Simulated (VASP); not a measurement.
CdO (Monteponite): band structure with PBE

Crystal: CdO (Monteponite).

```
Cd O
1.0
     0.00000    2.34950    2.34950
     2.34950    0.00000    2.34950
     2.34950    2.34950    0.00000
Cd O
1 1
Direct
  0.00000 0.00000 0.00000
  0.50000 0.50000 0.50000
```

```json
{
  "Program": "VASP 6.6.1",
  "Task": "band structure",
  "Functional": "PBE",
  "Potentials or basis": "VASP PAW PBE potentials, release 64 (Cd, O)",
  "Cutoff": "520 eV",
  "k mesh": "10 × 10 × 10",
  "Occupations": "fermi-dirac, width 0.05 eV",
  "Spin": "no spin polarisation",
  "Further INCAR settings": "ALGO = Fast; EDIFF = 1e-06; NBANDS = 16"
}
```

The pressure is 7.6 GPa and the band gap along the path is none (metal or under the smearing width).

Levels at the corners of the path, in eV from the Fermi level:
| point | band 5 | band 6 | band 7 | band 8 | band 9 | band 10 | band 11 | band 12 | band 13 | band 14 |
| --- | --- | --- | --- | --- | --- | --- | --- | --- | --- | --- |
| Γ | -6.56 | -6.56 | -1.49 | -1.49 | -1.49 | -0.59 | 14.83 | 16.87 | 16.87 | 16.87 |
| X | -6.18 | -5.87 | -4.49 | -2.47 | -2.47 | 3.73 | 8.39 | 11.06 | 13.20 | 13.20 |
| X | -6.18 | -5.87 | -4.49 | -2.47 | -2.47 | 3.73 | 8.39 | 11.06 | 13.20 | 13.20 |
| W | -6.18 | -5.97 | -3.16 | -3.16 | -2.03 | 5.84 | 8.78 | 8.78 | 10.58 | 18.59 |
| W | -6.18 | -5.97 | -3.16 | -3.16 | -2.03 | 5.84 | 8.78 | 8.78 | 10.58 | 18.59 |
| K | -6.27 | -6.16 | -3.56 | -3.04 | -1.42 | 5.27 | 8.46 | 8.49 | 12.78 | 15.53 |
| K | -6.27 | -6.16 | -3.56 | -3.04 | -1.42 | 5.27 | 8.46 | 8.49 | 12.78 | 15.53 |
| Γ | -6.56 | -6.56 | -1.49 | -1.49 | -1.49 | -0.59 | 14.83 | 16.87 | 16.87 | 16.87 |
| Γ | -6.56 | -6.56 | -1.49 | -1.49 | -1.49 | -0.59 | 14.83 | 16.87 | 16.87 | 16.87 |
| L | -6.32 | -6.32 | -3.97 | -0.16 | -0.16 | 4.28 | 7.15 | 11.79 | 11.79 | 17.60 |
| L | -6.32 | -6.32 | -3.97 | -0.16 | -0.16 | 4.28 | 7.15 | 11.79 | 11.79 | 17.60 |
| U | -6.27 | -6.16 | -3.56 | -3.04 | -1.42 | 5.27 | 8.46 | 8.49 | 12.78 | 15.53 |
| U | -6.27 | -6.16 | -3.56 | -3.04 | -1.42 | 5.27 | 8.46 | 8.49 | 12.78 | 15.53 |
| W | -6.18 | -5.97 | -3.16 | -3.16 | -2.03 | 5.84 | 8.78 | 8.78 | 10.58 | 18.59 |
| W | -6.18 | -5.97 | -3.16 | -3.16 | -2.03 | 5.84 | 8.78 | 8.78 | 10.58 | 18.59 |
| L | -6.32 | -6.32 | -3.97 | -0.16 | -0.16 | 4.28 | 7.15 | 11.79 | 11.79 | 17.60 |
| L | -6.32 | -6.32 | -3.97 | -0.16 | -0.16 | 4.28 | 7.15 | 11.79 | 11.79 | 17.60 |
| K | -6.27 | -6.16 | -3.56 | -3.04 | -1.42 | 5.27 | 8.46 | 8.49 | 12.78 | 15.53 |
| U | -6.27 | -6.16 | -3.56 | -3.04 | -1.42 | 5.27 | 8.46 | 8.49 | 12.78 | 15.53 |
| X | -6.18 | -5.87 | -4.49 | -2.47 | -2.47 | 3.73 | 8.39 | 11.06 | 13.20 | 13.20 |

It took 75 s on 1 thread of Intel(R) Xeon(R) Platinum 8488C (Sapphire Rapids), with other jobs on the host, peak memory 0.17 GiB.

Caveat: this crystal is a semiconductor, whose small gap the functional closes, so the metal is an error of the method.
